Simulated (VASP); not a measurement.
# PtSe2 (Sudovikovite) (P-3m1) in VASP: a series of runs

Runs on PtSe2 (Sudovikovite). Level: PBE. Tasks: single point.

Program: VASP 6.6.1. These are calculated values, not measurements. Logs are shortened: lines on timing, memory, paths and dates and some standing lists are left out, and cuts for length are marked.

## 1. The structure

The structure is trigonal, space group P-3m1 (No. 164). Conventional cell: a = 3.724 Å, b = 3.724 Å, c = 5.062 Å, α = 90.00°, β = 90.00°, γ = 120.00°. Pt (site symmetry -3m) has 6 Se at 2.49 Å as nearest neighbours. Se (site symmetry 3m) has 3 Pt at 2.49 Å as nearest neighbours.

## 2. Single point, PBE, spin-orbit coupling, no magnetisation

The input, INCAR:

```
SYSTEM = PtSe2
ALGO = Normal ; EDIFF = 1E-7
ENCUT = 400 ; GGA = PE
GGA_COMPAT = .FALSE. ; ISIF = 2
ISMEAR = 0 ; LASPH = .FALSE.
LCHARG = .FALSE. ; LMAXMIX = 4
LORBIT = 11 ; LREAL = .FALSE.
LSORBIT = .TRUE. ; LWAVE = .FALSE.
MAGMOM = 0 0 0 0 0 0 0 0 0 ; NBANDS = 38
NELM = 100 ; PREC = Accurate
SIGMA = 0.02
```

The input, KPOINTS:

```
k-points
0
G
  7 7 5
  0 0 0
```

The input, POSCAR:

```
PtSe2
1.0
    3.7240000000      0.0000000000      0.0000000000
   -1.8620000000      3.2250786037      0.0000000000
    0.0000000000      0.0000000000      5.0620000000
Pt Se
1 2
Direct
    0.0000000000      0.0000000000      0.0000000000
    0.6666666667      0.3333333333      0.7500000000
    0.3333333333      0.6666666667      0.2500000000
```

Potentials or basis: VASP PAW PBE potentials, release 64 (Pt, Se).

Run with:

```console
> cat potpaw_PBE.64/Pt/POTCAR potpaw_PBE.64/Se/POTCAR > POTCAR
> mpirun -np 1 vasp_ncl > vasp.out
```

OUTCAR:

```text
SYSTEM = PtSe2
   EDIFF = 1E-7
   ENCUT = 400
   GGA = PE
   ISIF = 2
   ISMEAR = 0
   LASPH = .FALSE.
   LORBIT = 11
   LREAL = .FALSE.
   LSORBIT = .TRUE.
   NELM = 100
   PREC = Accurate

 Found     32 irreducible k-points:

 Following reciprocal coordinates:
            Coordinates               Weight
  0.000000  0.000000  0.000000      1.000000
  0.142857 -0.000000  0.000000      6.000000
  0.285714 -0.000000  0.000000      6.000000
  0.428571  0.000000  0.000000      6.000000
  0.142857  0.142857  0.000000      6.000000
  0.285714  0.142857  0.000000     12.000000
   k-points           NKPTS =     32   k-points in BZ     NKDIM =     32   number of bands    NBANDS=     38
   number of dos      NEDOS =    301   number of ions     NIONS =      3
   total plane-waves  NPLWV =  20736
   dimension x,y,z NGX =    24 NGY =   24 NGZ =   36
   dimension x,y,z NGXF=    48 NGYF=   48 NGZF=   72
   ions per type =               1   2
   NGX,Y,Z   is equivalent  to a cutoff of  10.71, 10.71, 11.82 a.u.
   NGXF,Y,Z  is equivalent  to a cutoff of  21.43, 21.43, 23.65 a.u.
 SYSTEM =  PtSe2
   PREC   = accura    normal or accurate (medium, high low for compatibility)
   ISTART =      0    job   : 0-new  1-cont  2-samecut
   ICHARG =      2    charge: 1-file 2-atom 10-const
   ISPIN  =      1    spin polarized calculation?
   LNONCOLLINEAR =      T non collinear calculations
   LSORBIT =      T    spin-orbit coupling
   LASPH  =      F    aspherical Exc in radial PAW
   ENCUT  =  400.0 eV  29.40 Ry    5.42 a.u.   6.07  6.07  8.25*2*pi/ulx,y,z
   NELM   =    100;   NELMIN=  2; NELMDL= -5     # of ELM steps
   EDIFF  = 0.1E-06   stopping-criterion for ELM
   LREAL  =      F    real-space projection
   EDIFFG = 0.1E-05   stopping-criterion for IOM
   NSW    =      0    number of steps for IOM
   IBRION =     -1    ionic relax: 0-MD 1-quasi-New 2-CG
   NFREE  =      0    steps in history (QN), initial steepest desc. (CG)
   ISIF   =      2    stress and relaxation
   ISYM   =      2    0-nonsym 1-usesym 2-fastsym
   POTIM  = 0.5000    time-step for ionic-motion
   TEBEG  =    0.0;   TEEND  =   0.0 temperature during run
   PSTRESS=    0.0 pullay stress
   NELECT =      22.0000    total number of electrons
   NUPDOWN=      -1.0000    fix difference up-down
   EMIN   =  10.00;   EMAX   =-10.00  energy-range for DOS
   EFERMI =   0.00;   METHOD = LEGACY
   ISMEAR =     0;   SIGMA  =   0.02  broadening in eV -4-tet -1-fermi 0-gaus
   EFERMI_NEDOS =   21; number of points for ismear=-14 and -15
   IALGO  =     38    algorithm
   IMIX   =      4    mixing-type and parameters
     AMIX     =   0.40;   BMIX     =  1.00
     AMIX_MAG =   1.60;   BMIX_MAG =  1.00
  volume/ion in A,a.u.               =      20.27       136.76
[... 271 lines left out ...]
  Total        3.0361941      3.0361941      2.3762032      0.0000000     -0.0000000      0.0000000
  in kB       80.0143714     80.0143714     62.6212936      0.0000000     -0.0000000      0.0000000
  external PRESSURE =      74.2166788 kB  Pullay stress =       0.0000000 kB

 VOLUME and BASIS-vectors are now :
 -----------------------------------------------------------------------------
  energy-cutoff  :      400.00
  volume of cell :       60.80
      direct lattice vectors                 reciprocal lattice vectors
     3.724000000  0.000000000  0.000000000     0.268528464  0.155034981  0.000000000
    -1.862000000  3.225078604  0.000000000     0.000000000  0.310069962  0.000000000
     0.000000000  0.000000000  5.062000000     0.000000000  0.000000000  0.197550375

 POSITION                                       TOTAL-FORCE (eV/Angst)
 -----------------------------------------------------------------------------------
      0.00000      0.00000      0.00000         0.000000      0.000000      0.000000
      1.86200      1.07503      3.79650        -0.000000     -0.000000     -0.656800
     -0.00000      2.15005      1.26550         0.000000      0.000000      0.656800
 -----------------------------------------------------------------------------------
    total drift:                               -0.000000      0.000000     -0.000000

  FREE ENERGIE OF THE ION-ELECTRON SYSTEM (eV)
  ---------------------------------------------------
  free  energy   TOTEN  =       -14.5677555029 eV

  energy  without entropy=      -14.5669650952  energy(sigma->0) =      -14.56736030

 Spin-Orbit-Coupling matrix elements

 Ion:    1  E_soc:     -0.7288338
 l=   1
     0.0000000    -0.0341153    -0.0359831
    -0.0341153     0.0000000    -0.0341153
    -0.0359831    -0.0341153     0.0000000
 l=   2
     0.0000000    -0.0190563     0.0000000    -0.0190563    -0.0644290
    -0.0190563     0.0000000    -0.0479242    -0.0237008    -0.0190563
     0.0000000    -0.0479242     0.0000000    -0.0479242     0.0000000
    -0.0190563    -0.0237008    -0.0479242     0.0000000    -0.0190563
    -0.0644290    -0.0190563     0.0000000    -0.0190563     0.0000000
 l=   3
     0.0000000     0.0000000     0.0000000     0.0000000     0.0000000     0.0000000     0.0000000
     0.0000000     0.0000000     0.0000000     0.0000000     0.0000000     0.0000000     0.0000000
     0.0000000     0.0000000     0.0000000     0.0000000     0.0000000     0.0000000     0.0000000
     0.0000000     0.0000000     0.0000000     0.0000000     0.0000000     0.0000000     0.0000000
[... 29 lines left out ...]
 l=   2
     0.0000000    -0.0000007     0.0000000    -0.0000007    -0.0000168
    -0.0000007     0.0000000    -0.0000115    -0.0000048    -0.0000007
     0.0000000    -0.0000115     0.0000000    -0.0000115     0.0000000
    -0.0000007    -0.0000048    -0.0000115     0.0000000    -0.0000007
    -0.0000168    -0.0000007     0.0000000    -0.0000007     0.0000000
 l=   3
     0.0000000     0.0000000     0.0000000     0.0000000     0.0000000     0.0000000     0.0000000
     0.0000000     0.0000000     0.0000000     0.0000000     0.0000000     0.0000000     0.0000000
     0.0000000     0.0000000     0.0000000     0.0000000     0.0000000     0.0000000     0.0000000
     0.0000000     0.0000000     0.0000000     0.0000000     0.0000000     0.0000000     0.0000000
     0.0000000     0.0000000     0.0000000     0.0000000     0.0000000     0.0000000     0.0000000
     0.0000000     0.0000000     0.0000000     0.0000000     0.0000000     0.0000000     0.0000000
     0.0000000     0.0000000     0.0000000     0.0000000     0.0000000     0.0000000     0.0000000

 total charge

# of ion       s       p       d       tot
------------------------------------------
    1        0.694   0.741   8.022   9.457
    2        1.486   2.246   0.070   3.802
    3        1.486   2.246   0.070   3.802
--------------------------------------------------
tot          3.665   5.233   8.163  17.061

 magnetization (x)

# of ion       s       p       d       tot
------------------------------------------
    1       -0.000   0.000   0.000   0.000
    2        0.000   0.000   0.000   0.000
    3        0.000   0.000   0.000   0.000
--------------------------------------------------
tot         -0.000   0.000   0.000   0.000

 magnetization (y)

# of ion       s       p       d       tot
------------------------------------------
    1        0.000   0.000   0.000   0.000
    2       -0.000   0.000   0.000   0.000
    3       -0.000   0.000   0.000   0.000
--------------------------------------------------
tot         -0.000   0.000   0.000   0.000

 magnetization (z)

# of ion       s       p       d       tot
------------------------------------------
    1       -0.000   0.000  -0.000  -0.000
    2        0.000   0.000   0.000   0.000
    3        0.000   0.000   0.000   0.000
--------------------------------------------------
tot         -0.000   0.000  -0.000  -0.000
```

OSZICAR:

```text
N       E                     dE             d eps       ncg     rms          rms(c)
DAV:   1     0.100109010607E+03    0.10011E+03   -0.82986E+03  2440   0.829E+02
DAV:   2    -0.974668993456E+01   -0.10986E+03   -0.10373E+03  2918   0.194E+02
DAV:   3    -0.153577617624E+02   -0.56111E+01   -0.55171E+01  2938   0.419E+01
DAV:   4    -0.154078064526E+02   -0.50045E-01   -0.50002E-01  2830   0.440E+00
DAV:   5    -0.154084723963E+02   -0.66594E-03   -0.66592E-03  2844   0.503E-01    0.147E+01
DAV:   6    -0.147836560540E+02    0.62482E+00   -0.32201E+00  2604   0.184E+01    0.911E+00
DAV:   7    -0.145922862406E+02    0.19137E+00   -0.68987E-01  2556   0.850E+00    0.465E+00
DAV:   8    -0.145705616932E+02    0.21725E-01   -0.40372E-02  2804   0.134E+00    0.164E+00
DAV:   9    -0.145675926978E+02    0.29690E-02   -0.48548E-03  2700   0.692E-01    0.431E-01
DAV:  10    -0.145676805542E+02   -0.87856E-04   -0.63197E-04  2884   0.149E-01    0.134E-01
DAV:  11    -0.145677577157E+02   -0.77161E-04   -0.14116E-04  2616   0.757E-02    0.421E-02
DAV:  12    -0.145677541770E+02    0.35387E-05   -0.15111E-05  2902   0.356E-02    0.134E-02
DAV:  13    -0.145677543217E+02   -0.14469E-06   -0.38581E-06  2684   0.108E-02    0.692E-03
DAV:  14    -0.145677552501E+02   -0.92837E-06   -0.14932E-06  2582   0.884E-03    0.269E-03
DAV:  15    -0.145677555299E+02   -0.27985E-06   -0.13084E-07  2714   0.294E-03    0.146E-03
DAV:  16    -0.145677555029E+02    0.27063E-07   -0.54764E-08  1940   0.150E-03
   1 F= -.14567756E+02 E0= -.14567360E+02  d E =-.790408E-03  mag=    -0.0000     0.0000     0.0000
```

stdout:

```text
POSCAR found type information on POSCAR PtSe
 POSCAR found :  2 types and       3 ions
 scaLAPACK will be used
 LDA part: xc-table for (Slater+PW92), standard interpolation
 POSCAR, INCAR and KPOINTS ok, starting setup
 FFT: planning ... GRIDC
 FFT: planning ... GRID_SOFT
 FFT: planning ... GRID
 WAVECAR not read
 entering main loop
```

It took 1.8 min on 1 thread of AMD EPYC 7R43 (Zen 3), shared host; peak memory 0.25 GiB.

These settings aren't checked as converged: the numbers below hold their error.

What came out:

```yaml
Free_energy: -14.5678 eV
Pressure: 7.4 GPa
Largest_force: 0.657 eV/Å
Valence_electrons_inside_the_program's_atomic_spheres: Pt 9.46; Se 3.80
```

## 3. Single point, PBE, spin-orbit coupling, no magnetisation

Changes to INCAR since step 2:

```diff
@@ -2,5 +2,5 @@
 ALGO = Normal ; EDIFF = 1E-7
-ENCUT = 400 ; GGA = PE
+ENCUT = 280 ; GGA = PE
 GGA_COMPAT = .FALSE. ; ISIF = 2
-ISMEAR = 0 ; LASPH = .FALSE.
+ISMEAR = 0 ; LASPH = .TRUE.
 LCHARG = .FALSE. ; LMAXMIX = 4
```

The input, KPOINTS:

```
k-points
0
G
  9 9 6
  0 0 0
```

POSCAR is that of step 2.

Potentials or basis: VASP PAW PBE potentials, release 64 (Pt, Se).

Run with:

```console
> cat potpaw_PBE.64/Pt/POTCAR potpaw_PBE.64/Se/POTCAR > POTCAR
> mpirun -np 1 vasp_ncl > vasp.out
```

Run time: 1.8 min. Hardware: 1 thread of AMD EPYC 7R43 (Zen 3), shared host; peak memory 0.2 GiB.

These settings aren't checked as converged: the numbers below hold their error.

What came out:

```
Free energy                                           : -14.5903 eV
Pressure                                              : 7.4 GPa
Largest force                                         : 0.609 eV/Å
Valence electrons inside the program's atomic spheres : Pt 9.44; Se 3.80
```

Caveat: the cutoff is under 1.25 times the usual one of these potentials, so pressure, stress and relaxed cells hold a basis-set (Pulay) error.

## 4. Single point, PBE, spin-orbit coupling, no magnetisation

Changes to INCAR since step 3:

```diff
@@ -2,3 +2,3 @@
 ALGO = Normal ; EDIFF = 1E-7
-ENCUT = 280 ; GGA = PE
+ENCUT = 460 ; GGA = PE
 GGA_COMPAT = .FALSE. ; ISIF = 2
```

The input, KPOINTS:

```
k-points
0
G
  7 7 5
  0 0 0
```

POSCAR is that of step 3.

Potentials or basis: VASP PAW PBE potentials, release 64 (Pt, Se).

Run with:

```console
> cat potpaw_PBE.64/Pt/POTCAR potpaw_PBE.64/Se/POTCAR > POTCAR
> mpirun -np 1 vasp_ncl > vasp.out
```

OUTCAR:

```text
SYSTEM = PtSe2
   EDIFF = 1E-7
   ENCUT = 460
   GGA = PE
   ISIF = 2
   ISMEAR = 0
   LASPH = .TRUE.
   LORBIT = 11
   LREAL = .FALSE.
   LSORBIT = .TRUE.
   NELM = 100
   PREC = Accurate

 Found     32 irreducible k-points:

 Following reciprocal coordinates:
            Coordinates               Weight
  0.000000  0.000000  0.000000      1.000000
  0.142857 -0.000000  0.000000      6.000000
  0.285714 -0.000000  0.000000      6.000000
  0.428571  0.000000  0.000000      6.000000
  0.142857  0.142857  0.000000      6.000000
  0.285714  0.142857  0.000000     12.000000
   k-points           NKPTS =     32   k-points in BZ     NKDIM =     32   number of bands    NBANDS=     38
   number of dos      NEDOS =    301   number of ions     NIONS =      3
   total plane-waves  NPLWV =  28224
   dimension x,y,z NGX =    28 NGY =   28 NGZ =   36
[... 391 lines left out ...]
     0.0000000     0.0000000     0.0000000     0.0000000     0.0000000     0.0000000     0.0000000
     0.0000000     0.0000000     0.0000000     0.0000000     0.0000000     0.0000000     0.0000000
     0.0000000     0.0000000     0.0000000     0.0000000     0.0000000     0.0000000     0.0000000

 total charge

# of ion       s       p       d       tot
------------------------------------------
    1        0.694   0.742   8.020   9.456
    2        1.485   2.247   0.071   3.803
    3        1.485   2.247   0.071   3.803
--------------------------------------------------
tot          3.664   5.235   8.161  17.061

 magnetization (x)

# of ion       s       p       d       tot
------------------------------------------
    1        0.000   0.000   0.000   0.000
    2        0.000   0.000   0.000   0.000
    3        0.000   0.000   0.000   0.000
--------------------------------------------------
tot          0.000   0.000   0.000   0.000

 magnetization (y)

# of ion       s       p       d       tot
------------------------------------------
    1        0.000  -0.000  -0.000  -0.000
    2        0.000   0.000  -0.000   0.000
    3        0.000   0.000  -0.000   0.000
--------------------------------------------------
tot          0.000   0.000  -0.000   0.000

 magnetization (z)

# of ion       s       p       d       tot
------------------------------------------
    1        0.000   0.000   0.000   0.000
    2        0.000   0.000   0.000   0.000
    3        0.000   0.000   0.000   0.000
--------------------------------------------------
tot          0.000   0.000   0.000   0.000
```

OSZICAR:

```text
N       E                     dE             d eps       ncg     rms          rms(c)
DAV:   1     0.108916700116E+03    0.10892E+03   -0.90649E+03  2448   0.933E+02
DAV:   2    -0.906462029798E+01   -0.11798E+03   -0.11133E+03  2862   0.207E+02
DAV:   3    -0.153503773907E+02   -0.62858E+01   -0.61900E+01  2958   0.452E+01
DAV:   4    -0.154089383212E+02   -0.58561E-01   -0.58511E-01  2842   0.479E+00
DAV:   5    -0.154097045213E+02   -0.76620E-03   -0.76617E-03  2802   0.543E-01    0.147E+01
DAV:   6    -0.147920347544E+02    0.61767E+00   -0.32074E+00  2592   0.185E+01    0.911E+00
DAV:   7    -0.146035605361E+02    0.18847E+00   -0.68441E-01  2532   0.853E+00    0.466E+00
DAV:   8    -0.145833129917E+02    0.20248E-01   -0.39539E-02  2774   0.134E+00    0.164E+00
DAV:   9    -0.145802310017E+02    0.30820E-02   -0.51353E-03  2704   0.718E-01    0.429E-01
DAV:  10    -0.145803300509E+02   -0.99049E-04   -0.69120E-04  2860   0.159E-01    0.126E-01
DAV:  11    -0.145804044719E+02   -0.74421E-04   -0.12813E-04  2630   0.752E-02    0.437E-02
DAV:  12    -0.145804044666E+02    0.53089E-08   -0.15730E-05  2884   0.386E-02    0.138E-02
DAV:  13    -0.145804045759E+02   -0.10929E-06   -0.42491E-06  2648   0.115E-02    0.716E-03
DAV:  14    -0.145804053981E+02   -0.82228E-06   -0.15457E-06  2612   0.932E-03    0.267E-03
DAV:  15    -0.145804057515E+02   -0.35334E-06   -0.17708E-07  2854   0.358E-03    0.144E-03
DAV:  16    -0.145804057284E+02    0.23072E-07   -0.47314E-08  1852   0.154E-03
   1 F= -.14580406E+02 E0= -.14579998E+02  d E =-.815756E-03  mag=    -0.0000     0.0000     0.0000
```

stdout:

```text
POSCAR found type information on POSCAR PtSe
 POSCAR found :  2 types and       3 ions
 scaLAPACK will be used
 LDA part: xc-table for (Slater+PW92), standard interpolation
 POSCAR, INCAR and KPOINTS ok, starting setup
 FFT: planning ... GRIDC
 FFT: planning ... GRID_SOFT
 FFT: planning ... GRID
 WAVECAR not read
 entering main loop
```

It took 2.6 min on 1 thread of AMD EPYC 7R43 (Zen 3), shared host; peak memory 0.3 GiB.

These settings aren't checked as converged: the numbers below hold their error.

What came out:

```yaml
Free_energy: -14.5804 eV
Pressure: 7.5 GPa
Largest_force: 0.647 eV/Å
Valence_electrons_inside_the_program's_atomic_spheres: Pt 9.46; Se 3.80
```

## 5. The reference run

An earlier run on the cell as given: functional PBE; potentials or basis VASP PAW PBE potentials, release 64 (Pt, Se); cutoff 520 eV; k mesh 8 × 8 × 5; occupations fermi-dirac, width 0.05 eV; no spin polarisation.

- Pressure: 7.3 GPa
- Largest force: 0.599 eV/Å
- Band gap on the k mesh: none (metal or under the smearing width)
